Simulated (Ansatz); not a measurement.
TePt:

```
CELL_PARAMETERS angstrom
3.55919 0.00000 0.00000
0.00000 3.55919 0.00000
0.00000 0.00000 3.55919
ATOMIC_POSITIONS crystal
Pt 0.00000 0.00000 0.00000
Te 0.50000 0.50000 0.50000
```

Measurements of this composition are mostly on another form, of space group No. 166.

Base run:

| Item | Value |
| --- | --- |
| Program | Ansatz 0.2.0 |
| Functional | r2SCAN |
| Potentials or basis | Ansatz PAW |
| Cutoff | 500 eV (not typed: the program's choice for these potentials) |
| k mesh | 8 × 8 × 8 |
| Occupations | fermi-dirac, width 0.05 eV |
| Spin | no spin polarisation |

Its results: band gap on the k mesh none (metal or under the smearing width); pressure -11.2 GPa.

Q: The run is repeated on the same cell with these changes: hubbard terms from none to Pt d U = 8 eV; hubbard projectors from none to ortho-atomic (the default). What comes out?

A: Band gap on the k mesh none (metal or under the smearing width); pressure -8.6 GPa.

Caveats: the PAW data sets come from PBE, with cores solved anew for the run's functional, which leaves a small shift of forces and pressure; the density of states is complete only up to the lowest level of the last band computed; U without spin polarisation on a metal has little footing (some runs); the U is typed as a test and isn't derived for this compound (some runs).
